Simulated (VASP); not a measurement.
Crystal: EuO.

```
Eu O
1.0
     0.00000    2.57195    2.57195
     2.57195    0.00000    2.57195
     2.57195    2.57195    0.00000
Eu O
1 1
Direct
  0.50000 0.50000 0.50000
  0.00000 0.00000 0.00000
```

The cell was built by a generator and isn't the measured one.

Base run:

```yaml
Program: VASP 6.6.1
Functional: r2SCAN
Potentials_or_basis: VASP PAW PBE potentials, release 64 (Eu, O)
Cutoff: 520 eV
k_mesh: 6 × 6 × 6
Occupations: gaussian, width 0.05 eV
Spin: collinear spin, ferromagnetic start
Starting_moments: "[7.0, 0.0] μB"
Hubbard_terms: Eu f U = 5 eV
```

Its results: pressure -1.2 GPa; site moments Eu +6.64; O -0.11 μB.

Question: The run is repeated on the same cell with these changes: fixed moment from none to 4 μB. What comes out?

Answer: Pressure -0.6 GPa; site moments Eu +5.35; O -0.69 μB.

Caveats: the PAW data sets were made with another functional, which shifts forces and pressure a little; a cell with one magnetic atom can't hold antiferromagnetic order, which such compounds often take; the moment is held away from its start (some runs); the total moment is fixed, so each spin has its own Fermi level (some runs).
